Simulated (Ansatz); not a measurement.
# PtS2: band gap under strain

How does strain move the band edges of PtS2 (CdI2 type), and do the functionals agree on it? States: +1.0 % strain along z alone; +5.0 % equal strain in all directions; +2.0 % biaxial strain in x and y, free along z.

Program: Ansatz 0.2.0. PAW datasets, plane waves. Spin-unpolarised throughout; all numbers are computed.

### Step 1. The structure to begin with

The unstrained cell was relaxed with r2SCAN+rVV10; in each strained cell the atoms were relaxed again with r2SCAN+rVV10. Names of k-points are those of the unstrained zone, where strain can split equivalent points. First state: +1.0 % strain along z alone.

Space group P-3m1 (No. 164), trigonal; conventional cell a = 3.553 Å, c = 5.174 Å, 18.85 Å³ an atom. Pt has 6 S at 2.39 Å; S has 3 Pt at 2.39 Å.

Coordinates:

```
CELL_PARAMETERS angstrom
3.55264 0.00000 0.00000
-1.77632 3.07668 0.00000
0.00000 0.00000 5.17394
ATOMIC_POSITIONS crystal
Pt 0.00000 0.00000 0.00000
S 0.33333 0.66667 0.23713
S 0.66667 0.33333 0.76287
```

From earlier runs on the unstrained cell: PBE 0.62 eV, r2SCAN 0.79 eV, HSE06 1.21 eV; a = 3.553 Å, c = 5.123 Å.

### Step 2. +1.0 % strain along z alone: PBE

input.yaml reads:

```yaml
crystal:
  lattice:
    - [3.5526415799, 0.0, 0.0]
    - [-1.77632079, 3.0766778587, 0.0]
    - [0.0, 0.0, 5.1739381656]
  atoms:
    - { symbol: Pt, position: [0.0, 0.0, 0.0] }
    - { symbol: S, position: [0.3333333333, 0.6666666667, 0.2371271869] }
    - { symbol: S, position: [0.6666666667, 0.3333333333, 0.7628728131] }
kpoints:
  mp_grid: { grid: [12, 12, 6] }
  band_path:
    path:
      - [0.0, 0.0, 0.0]
      - [0.5, 0.0, 0.0]
      - [0.3333333333, 0.3333333333, 0.0]
      - [0.0, 0.0, 0.5]
      - [0.5, 0.0, 0.5]
      - [0.3333333333, 0.3333333333, 0.5]
      - [0.0, 0.25, 0.3333333333]
      - [0.0, 0.171875, 0.190104]
      - [0.0, 0.279948, 0.299479]
    npoints: 1
hamiltonian:
  xc: pbe
scf:
  occupations: { method: fermi_dirac, width: 0.02 }
  n_extra_bands: 4
output:
  forces: true
  stress: true
  eigenvalues: true
```

On the command line:

```sh
> ansatz run input.yaml --threads 4 --pin off --max-ram 4608MiB --backend cpu --events-out ev --progress --plain --runs-dir out
```

The runs that follow: +1.0 % strain along z alone: r2SCAN; +1.0 % strain along z alone: HSE06; +5.0 % equal strain in all directions: PBE; +5.0 % equal strain in all directions: r2SCAN; +5.0 % equal strain in all directions: HSE06; +2.0 % biaxial strain in x and y, free along z: PBE; +2.0 % biaxial strain in x and y, free along z: r2SCAN; +2.0 % biaxial strain in x and y, free along z: HSE06.

Q: Predict the outcome of this session.

The runs gave:

Least gap in eV (negative: overlap), with the change from the unstrained cell in brackets:

| state | volume change (%) | PBE | r2SCAN | HSE06 |
| --- | --- | --- | --- | --- |
| +1.0 % strain along z alone | +1.0 | 0.66 (+0.04) | 0.84 (+0.05) | 1.29 (+0.08) |
| +5.0 % equal strain in all directions | +15.8 | 0.69 (+0.07) | 0.84 (+0.05) | 1.31 (+0.10) |
| +2.0 % biaxial strain in x and y, free along z | -0.2 | 0.35 (-0.27) | 0.49 (-0.30) | 0.86 (-0.35) |

The largest move of the HSE06 gap in the table is -0.351 eV, under +2.0 % biaxial strain in x and y, free along z. PBE and HSE06 differ by 0.60 eV on the unstrained gap, and by at most 0.09 eV on its change: the two disagree on the size of the gap but agree on its response to strain. Spin-orbit coupling is left out of the table, though the cell holds Pt (Z = 78); in an element this heavy it can shift bands and gaps by tenths of an eV.
